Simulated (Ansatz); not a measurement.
**Relaxing thallium (fcc)**

These are results of Ansatz, DFT, BLYP, plane waves (420 eV) with PAW, scalar-relativistic, not measurements. (PAW data from PBE, frozen cores regenerated.)

k-point mesh 11×11×11, Fermi-Dirac smearing 0.1 eV, no spin polarisation. Cell and atoms relax.

Starting structure:

```yaml
crystal:
  lattice:
    - [0.00000, 2.41121, 2.41121]
    - [2.41121, 0.00000, 2.41121]
    - [2.41121, 2.41121, 0.00000]
  atoms:
    - { symbol: Tl, position: [0.00000, 0.00000, 0.00000] }
```

Problem. The pressure at the start is 7.8 GPa. By how much does the volume change?

Solution. From 28.04 to 35.40 Å³ per atom, 26.3 %. The final cell has a = 5.212 Å.

Problem. How much energy does the relaxation gain?

Solution. 139.7 meV per atom.

Path of the relaxation (the plane waves are chosen anew near the end, which can shift the energy a little):

```json
{"step": "0", "E − E(final) (meV/atom)": "139.74", "V (Å³/atom)": "28.037", "P (GPa)": "7.82", "max force (eV/Å)": "0.000"}
{"step": "1", "E − E(final) (meV/atom)": "18.75", "V (Å³/atom)": "32.309", "P (GPa)": "2.10", "max force (eV/Å)": "0.000"}
{"step": "2", "E − E(final) (meV/atom)": "3.08", "V (Å³/atom)": "34.217", "P (GPa)": "0.67", "max force (eV/Å)": "0.000"}
{"step": "3", "E − E(final) (meV/atom)": "1.20", "V (Å³/atom)": "35.738", "P (GPa)": "-0.19", "max force (eV/Å)": "0.000"}
{"step": "4", "E − E(final) (meV/atom)": "0.93", "V (Å³/atom)": "35.405", "P (GPa)": "-0.01", "max force (eV/Å)": "0.000"}
{"step": "5", "E − E(final) (meV/atom)": "0.00", "V (Å³/atom)": "35.405", "P (GPa)": "-0.01", "max force (eV/Å)": "0.000"}
```
